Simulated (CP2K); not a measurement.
**GaP: band structure with PBEsol**

**Measured values to compare with.**

From “Stacking defects in GaP nanowires: Electronic structure and optical properties”, 2018, arxiv:1810.01194, for a bulk crystal of GaP at 10 K: band gap 2.34 eV (indirect).

GaP:

```
Ga P
1.0
     3.85409    0.00000    0.00000
     1.92704    3.33774    0.00000
     1.92704    1.11258    3.14685
Ga P
1 1
Direct
  0.00000 0.00000 0.00000
  0.75000 0.75000 0.75000
```

- Program: CP2K 2026.2
- Task: band structure
- Functional: PBEsol
- Potentials or basis: POTENTIAL_UZH Ga GTH-PBE-q13, P GTH-PBE-q5; TZVP-MOLOPT-PBE-GTH basis
- Density cutoff: 6123 eV
- k mesh: 8 × 8 × 8
- Occupations: fermi-dirac, width 0.1 eV
- Spin: no spin polarisation
- SCF solver: diagonalisation with k points
- Quickstep method: GPW
- EPS_DEFAULT: 1.0E-10
- EPS_SCF: 1.0E-6
- MAX_SCF: 100
- SCF_GUESS: ATOMIC
- k points reduced by the point group: yes
- Mesh centred on Gamma: yes
- CHOLESKY: OFF
- EPS_EIGVAL: 1.0E-7
- MIXING METHOD: BROYDEN_MIXING
- MIXING ALPHA: 0.4
- NBUFFER: 8
- NGRIDS: 5
- Basis sets: Ga TZVP-MOLOPT-PBE-GTH-q13, P TZVP-MOLOPT-PBE-GTH-q5
- Potentials: Ga GTH-PBE-q13 of POTENTIAL_UZH, P GTH-PBE-q5 of POTENTIAL_UZH
- ADDED_MOS: [10]
- Points a segment of the path (NPOINTS): 8
- Bands added on the path: 6
- REL_CUTOFF (Ry): 60 Ry
- MIXING BETA (1/bohr): 1.5 1/bohr
- CUTOFF of the grids: 450 Ry

```
Pressure                : 0.3 GPa
Band gap on the k mesh  : 1.51 eV, indirect (least direct gap 1.69 eV)
Band gap along the path : 1.46 eV, indirect (least direct gap 1.69 eV)
Mulliken charges        : Ga +0.29; P -0.29 e
```

Levels at the corners of the path, in eV from the valence-band top:
```csv
point,band 7,band 8,band 9,band 10,band 11,band 12
Γ,0.00,0.00,0.00,1.69,3.79,3.79
X,-6.88,-2.75,-2.75,1.52,1.70,10.61
W,-6.67,-3.66,-3.52,4.66,4.82,6.07
K,-6.67,-4.04,-2.31,2.07,4.74,8.27
Γ,0.00,0.00,0.00,1.69,3.79,3.79
L,-6.76,-1.15,-1.15,1.55,4.66,4.66
U,-6.67,-4.04,-2.31,2.07,4.74,8.27
W,-6.67,-3.66,-3.52,4.66,4.82,6.07
L,-6.76,-1.15,-1.15,1.55,4.66,4.66
K,-6.67,-4.04,-2.31,2.07,4.74,8.27
U,-6.67,-4.04,-2.31,2.07,4.74,8.27
X,-6.88,-2.75,-2.75,1.52,1.70,10.61
```

Run time: 32 s on 2 threads of Arm Neoverse V2, on a shared host, peak memory 0.33 GiB.

Measured gap of GaP: 2.34 eV (indirect; 10 K; quoted in “Stacking defects in GaP nanowires: Electronic structure and optical properties”, 2018, arxiv:1810.01194). This calculation gives 1.46 eV (-0.88 eV). Spin-orbit coupling on Ga is left out. The value is that of PBEsol in an atomic basis (POTENTIAL_UZH Ga GTH-PBE-q13, P GTH-PBE-q5; TZVP-MOLOPT-PBE-GTH basis), whose error adds to the functional's,, without temperature or zero-point motion. Semilocal functionals fall short of measured gaps as a rule.

Caveat: Mulliken charges move with the basis; the potentials were made for another functional, which shifts forces and pressure; the basis of atomic orbitals isn't converged, which shifts pressures, moduli and gaps.
